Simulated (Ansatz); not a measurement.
**Structures of Si2Ni: which is lowest?**

Plane-wave DFT in Ansatz with scalar-relativistic PAW potentials, cutoff 420 eV, Γ-centred meshes chosen by cell and gap, Gaussian smearing with energies taken to zero width. Every cell was relaxed (cell and atoms) in a run of its own, within the symmetry of its start. Functional: PBEsol.

Relaxed structures (starts from databases or built by putting these elements on another compound's sites):
A. I4/mcm, 6 atoms in the computed cell, a = 5.498 Å, c = 4.834 Å; sites (symmetry × multiplicity) Si m.2m × 8, Ni 422 × 4; start: built
B. Fm-3m, 3 atoms in the computed cell, a = 5.391 Å; sites (symmetry × multiplicity) Si -43m × 8, Ni m-3m × 4; start: database

Question: Rank them by energy. Could pressure change the order?

Answer:
| structure | group | E − E(lowest) (meV/atom) | V (Å³/atom) | gap on mesh (eV) |
| --- | --- | --- | --- | --- |
| B | Fm-3m | 0.0 | 13.06 | 0.00 |
| A | I4/mcm | 112 | 12.18 | 0.00 |

B is lowest, 112 meV/atom under A. A is denser by 0.88 Å³/atom, so pressure favours it: ΔE/ΔV, with ΔE in eV and 1 eV/Å³ = 160.2 GPa, gives about 20 GPa for equal enthalpy if both cells were rigid; at such pressures compression changes ΔV much, so this is a scale only. Other structures may lie lower than all of these, and vibrations aren't counted.

Spin polarisation was left out, and a magnetic state may lie lower.